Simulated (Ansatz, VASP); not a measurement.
**CaF2 in VASP and in Ansatz**

```
Ca F
1.0
     0.00000    2.75803    2.75803
     2.75803    0.00000    2.75803
     2.75803    2.75803    0.00000
Ca F
1 2
Direct
  0.00000 0.00000 0.00000
  0.75000 0.75000 0.75000
  0.25000 0.25000 0.25000
```

The cell comes from a database or a generator and needn't be the stable form of this composition.

Alike in both runs: task single point; functional r2SCAN; k mesh 6 × 6 × 6; occupations gaussian, width 0.1 eV; no spin polarisation.

|  | VASP | Ansatz |
| --- | --- | --- |
| version | VASP 6.6.1 | Ansatz 0.2.0 |
| potentials or method | VASP PAW PBE potentials, release 64 (Ca_sv, F) | scalar-relativistic, plane waves, PAW |
| plane-wave cutoff (eV) | 520 | 500 |
| valence electrons in the cell | 24 | 24 |

|  | VASP | Ansatz | Ansatz less VASP |
| --- | --- | --- | --- |
| gap on the k mesh at the Fermi level (eV) | 7.77 | 7.78 | +0.010 |
| least direct gap on the mesh (eV) | 8.03 | 8.04 | +0.011 |
| pressure (GPa) | -3.0 | -3.4 | -0.45 |

Caveats: the PAW data sets were made with another functional, which shifts forces and pressure a little (VASP). A k mesh can miss the band edges. r2SCAN opens gaps a little over a GGA but as a rule still falls short of measured ones.
